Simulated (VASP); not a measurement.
A VASP 6.6.1 single-point calculation on HfO$_{2}$

INCAR

```
NELM = 76
ISYM = 0
IBRION = -1
LWAVE = .FALSE.
NSW = 0
NBANDS = 18
ENCUT = 520
ISMEAR = -1
SIGMA = 0.02
ISIF = 2
EDIFF = 1E-7
LREAL = .FALSE.
PREC = Accurate
GGA = PE
LASPH = .TRUE.
LCHARG = .FALSE.
```

KPOINTS

```
KPOINTS created by Atomic Simulation Environment
0
Gamma
4 4 4
0 0 0
```

POSCAR

```
Hf O
 1.0000000000000000
     0.0377455698000000    2.5416360659000001    2.5416360659000001
     2.5416360659000001    0.0377455698000000    2.5416360659000001
     2.5416360659000001    2.5416360659000001    0.0377455698000000
 Hf  O
   1   2
Cartesian
 -0.0000000000000000 -0.0000000000000000  0.0000000000000000
  1.2750541793330779  1.2750541793330779  1.2750541793330779
  3.8459635222669211  3.8459635222669211  3.8459635222669215
```

The recommended PBE PAW datasets give the neutral cell 22 valence electrons.

Command

```
mpirun -np 1 vasp_std
```

OSZICAR

```
N       E                     dE             d eps       ncg     rms          rms(c)
DAV:   1     0.926904817106E+02    0.92690E+02   -0.12608E+04  1296   0.121E+03
DAV:   2    -0.318262430477E+02   -0.12452E+03   -0.12113E+03  1682   0.292E+02
DAV:   3    -0.359594036999E+02   -0.41332E+01   -0.41149E+01  1466   0.464E+01
DAV:   4    -0.359845888488E+02   -0.25185E-01   -0.25176E-01  1592   0.404E+00
DAV:   5    -0.359847443833E+02   -0.15553E-03   -0.15553E-03  1420   0.294E-01    0.495E+01
DAV:   6    -0.303587955857E+02    0.56259E+01   -0.20076E+01  1316   0.324E+01    0.428E+01
DAV:   7    -0.302694524145E+02    0.89343E-01   -0.63822E-01  1488   0.666E+00    0.294E+01
DAV:   8    -0.302532806437E+02    0.16172E-01   -0.25078E-01  1416   0.465E+00    0.892E+00
DAV:   9    -0.302348783177E+02    0.18402E-01   -0.55734E-02  1384   0.199E+00    0.258E+00
DAV:  10    -0.302350727927E+02   -0.19447E-03   -0.29382E-03  1420   0.417E-01    0.180E-01
DAV:  11    -0.302351189245E+02   -0.46132E-04   -0.15970E-04  1584   0.109E-01    0.208E-01
DAV:  12    -0.302351313727E+02   -0.12448E-04   -0.34590E-05  1446   0.394E-02    0.145E-02
DAV:  13    -0.302351321737E+02   -0.80105E-06   -0.13346E-06  1612   0.875E-03    0.162E-03
DAV:  14    -0.302351324268E+02   -0.25302E-06   -0.17297E-07  1400   0.286E-03    0.538E-03
DAV:  15    -0.302351323680E+02    0.58762E-07   -0.57533E-09   916   0.561E-04
   1 F= -.30235132E+02 E0= -.30235132E+02  d E =-.573873E-13
```

Standard output (part)

```
POSCAR found type information on POSCAR HfO
 POSCAR found :  2 types and       3 ions
 LDA part: xc-table for (Slater+PW92), standard interpolation
 POSCAR, INCAR and KPOINTS ok, starting setup
 WAVECAR not read
 entering main loop
```

From OUTCAR

```
k-points           NKPTS =     36   k-points in BZ     NKDIM =     36   number of bands    NBANDS=     18

   NELECT =      22.0000    total number of electrons

   dimension x,y,z NGX =    28 NGY =   28 NGZ =   28
   dimension x,y,z NGXF=    56 NGYF=   56 NGZF=   56

  energy-cutoff  :      520.00
  volume of cell :       32.11
      direct lattice vectors                 reciprocal lattice vectors
     0.037745570  2.541636066  2.541636066    -0.201161097  0.198217391  0.198217391
     2.541636066  0.037745570  2.541636066     0.198217391 -0.201161097  0.198217391
     2.541636066  2.541636066  0.037745570     0.198217391  0.198217391 -0.201161097

 k-points in reciprocal lattice and weights: KPOINTS created by Atomic Simulation Env
   0.00000000  0.00000000  0.00000000       0.016
   0.25000000  0.00000000 -0.00000000       0.031
   0.00000000  0.25000000 -0.00000000       0.031
   0.00000000  0.00000000  0.25000000       0.031
   0.50000000  0.00000000 -0.00000000       0.016
   0.00000000  0.50000000 -0.00000000       0.016
   0.00000000  0.00000000  0.50000000       0.016
   0.25000000  0.25000000 -0.00000000       0.031
   ...

 E-fermi :   4.9550

 k-point     1 :       0.0000    0.0000    0.0000
  band No.  band energies     occupation
      1     -25.2205      2.00000
      2     -25.2109      2.00000
      3     -25.2109      2.00000
      4     -14.4192      2.00000
      5     -11.3117      2.00000
      6      -1.0810      2.00000
      7      -1.0000      2.00000
      8      -1.0000      2.00000
      9       3.7746      2.00000
     10       3.7746      2.00000
     11       3.8247      2.00000
     12       8.3224      0.00000
     13       8.3224      0.00000
     14      10.3599      0.00000
     15      14.9070      0.00000
     16      15.0582      0.00000
     17      15.0582      0.00000
     18      17.9840      0.00000

 k-point     2 :       0.2500    0.0000   -0.0000
  band No.  band energies     occupation
      1     -25.4571      2.00000
      2     -25.2449      2.00000
      3     -25.2404      2.00000
      4     -13.6857      2.00000
      5     -11.8443      2.00000
      6      -0.5220      2.00000
      7      -0.4756      2.00000
      8       0.4154      2.00000
      9       2.4035      2.00000
     10       2.9603      2.00000
     11       2.9816      2.00000
     12       9.0336      0.00000
     13       9.1235      0.00000
     14      11.5671      0.00000
     15      13.8779      0.00000
     16      14.1382      0.00000
     17      14.3288      0.00000
     18      17.2898      0.00000

 k-point     3 :       0.0000    0.2500   -0.0000
  band No.  band energies     occupation
      1     -25.4571      2.00000
      2     -25.2449      2.00000
      3     -25.2404      2.00000
      4     -13.6857      2.00000
      5     -11.8443      2.00000
      6      -0.5220      2.00000
      7      -0.4756      2.00000
      8       0.4154      2.00000
      9       2.4035      2.00000
     10       2.9603      2.00000
     11       2.9816      2.00000
     12       9.0336      0.00000
     13       9.1235      0.00000
     14      11.5671      0.00000
     15      13.8779      0.00000
     16      14.1382      0.00000
     17      14.3288      0.00000
     18      17.2898      0.00000

 ...

  Total        0.8518458      0.8518462      0.8518456     -0.2152261     -0.2152259     -0.2152258
  in kB       42.5093677     42.5093861     42.5093548    -10.7403526    -10.7403435    -10.7403363
  external PRESSURE =      42.5093695 kB  Pullay stress =       0.0000000 kB

 POSITION                                       TOTAL-FORCE (eV/Angst)
 -----------------------------------------------------------------------------------
      0.00000      0.00000      0.00000        -0.000000     -0.000000      0.000000
      1.27505      1.27505      1.27505        -0.002756     -0.002756     -0.002756
      3.84596      3.84596      3.84596         0.002756      0.002756      0.002756
 -----------------------------------------------------------------------------------
    total drift:                                0.000000      0.000000      0.000000

  FREE ENERGIE OF THE ION-ELECTRON SYSTEM (eV)
  ---------------------------------------------------
  free  energy   TOTEN  =       -30.2351323680 eV

  energy  without entropy=      -30.2351323680  energy(sigma->0) =      -30.23513237
```

It converged. Results: gap between bands v and c on the k mesh 3.84 eV; least direct gap on the k mesh 3.84 eV; pressure 4.3 GPa. Band v is the last that the valence electrons fill when counted band by band, and c is the next.

For comparison, a separate PBE run of the intended cell, on usual settings and not on those above, gives a gap of 3.84 eV on its mesh and a pressure of 4.3 GPa.

The run above took about 21 s on one core of a shared host (Intel Xeon Platinum 8488C) and held 0.16 GiB at most.
